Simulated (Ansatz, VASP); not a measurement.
## One calculation of AlRu, two programs

```xyz
2
Lattice="0.0000 2.4922 2.4922 2.4922 0.0000 2.4922 2.4922 2.4922 0.0000" Properties=species:S:1:pos:R:3 pbc="T T T"
Ru    0.0000    0.0000    0.0000
Al    2.4922    2.4922    2.4922
```

Alike in both runs: functional PBE; k mesh 14 × 14 × 14; occupations fermi-dirac, width 0.08 eV; no spin polarisation.

Ansatz relaxed the structure, and its values are those at the end. VASP's run is a single point on that final structure, the one shown.

```csv
,VASP,Ansatz
version,VASP 6.6.1,Ansatz 0.2.0
potentials or method,"VASP PAW PBE potentials, release 64 (Ru_pv, Al)","PAW with Ansatz's default frozen-core files, scalar-relativistic"
plane-wave cutoff (eV),520,420
valence electrons in the cell,17,19
```

```tsv
	VASP	Ansatz	Ansatz less VASP
pressure (GPa)	0.0	0.0	-0.04
```

The two sets of potentials don't hold the same shells in valence.
